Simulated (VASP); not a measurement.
Write the native input for VASP 6.6.1 that does the following.

- Task: density of states
- Functional: PBE
- Potentials or basis: VASP PAW PBE potentials, release 64 (Ca_sv, O)
- Cutoff: 520 eV
- k mesh: 12 × 12 × 12
- Occupations: fermi-dirac, width 0.05 eV
- Spin: no spin polarisation
- k mesh for the DOS: 18 × 18 × 18
- Occupations for the DOS: tetrahedron
- Further INCAR settings: ALGO = Normal; EDIFF = 1e-07

The system is CaO.

```
CELL_PARAMETERS angstrom
0.00000 2.40750 2.40750
2.40750 0.00000 2.40750
2.40750 2.40750 0.00000
ATOMIC_POSITIONS crystal
Ca 0.00000 0.00000 0.00000
O 0.50000 0.50000 0.50000
```

The cell was built by a generator and isn't the measured one.

One way to write it, as run:

POSCAR

```
CaO
1.0
    0.0000000000      2.4075000000      2.4075000000
    2.4075000000      0.0000000000      2.4075000000
    2.4075000000      2.4075000000      0.0000000000
Ca O
1 1
Direct
    0.0000000000      0.0000000000      0.0000000000
    0.5000000000      0.5000000000      0.5000000000
```

INCAR.step1

```
SYSTEM = CaO
PREC     = Accurate       ! precision mode
ENCUT    = 520            ! plane-wave cutoff, eV
EDIFF    = 1E-7           ! SCF threshold, eV
ISMEAR   = -1             ! smearing method
SIGMA    = 0.05           ! smearing width, eV
LREAL    = .False.        ! projectors in reciprocal space
LASPH    = .True.         ! aspherical terms in the spheres
NELM     = 80             ! most SCF steps
ALGO     = Normal         ! electronic algorithm
ISIF     = 2              ! what is computed and relaxed
LWAVE    = .False.        ! write WAVECAR
LCHARG   = .True.         ! write CHGCAR
GGA      = PE             ! functional
```

KPOINTS.step1

```
Automatic mesh
0
Gamma
  12 12 12
  0 0 0
```

INCAR.step2

```
SYSTEM = CaO
PREC     = Accurate       ! precision mode
ENCUT    = 520            ! plane-wave cutoff, eV
EDIFF    = 1E-7           ! SCF threshold, eV
ISMEAR   = -5             ! smearing method
SIGMA    = 0.05           ! smearing width, eV
LREAL    = .False.        ! projectors in reciprocal space
LASPH    = .True.         ! aspherical terms in the spheres
NELM     = 80             ! most SCF steps
ALGO     = Normal         ! electronic algorithm
ISIF     = 2              ! what is computed and relaxed
LWAVE    = .False.        ! write WAVECAR
LCHARG   = .False.        ! write CHGCAR
GGA      = PE             ! functional
LORBIT   = 11             ! projections on sites
NEDOS    = 2001           ! points of the DOS
ICHARG   = 11             ! starting density
```

KPOINTS.step2

```
Automatic mesh
0
Gamma
  18 18 18
  0 0 0
```

Potentials or basis: VASP PAW PBE potentials, release 64 (Ca_sv, O).

The run is started by

```bash
$ cat potpaw_PBE.64/Ca_sv/POTCAR potpaw_PBE.64/O/POTCAR > POTCAR
$ cp INCAR.step1 INCAR
$ cp KPOINTS.step1 KPOINTS
$ mpirun -np 1 vasp_std > vasp.out
$ cp INCAR.step2 INCAR
$ cp KPOINTS.step2 KPOINTS
$ mpirun -np 1 vasp_std > vasp.out
```

Results of the run:

```yaml
Valence_electrons_inside_the_program's_atomic_spheres: Ca 8.22; O 5.00
```

Wall time 33 s on 1 thread of Intel(R) Xeon(R) 6975P-C (Granite Rapids), with other jobs on the host, peak memory 0.2 GiB.
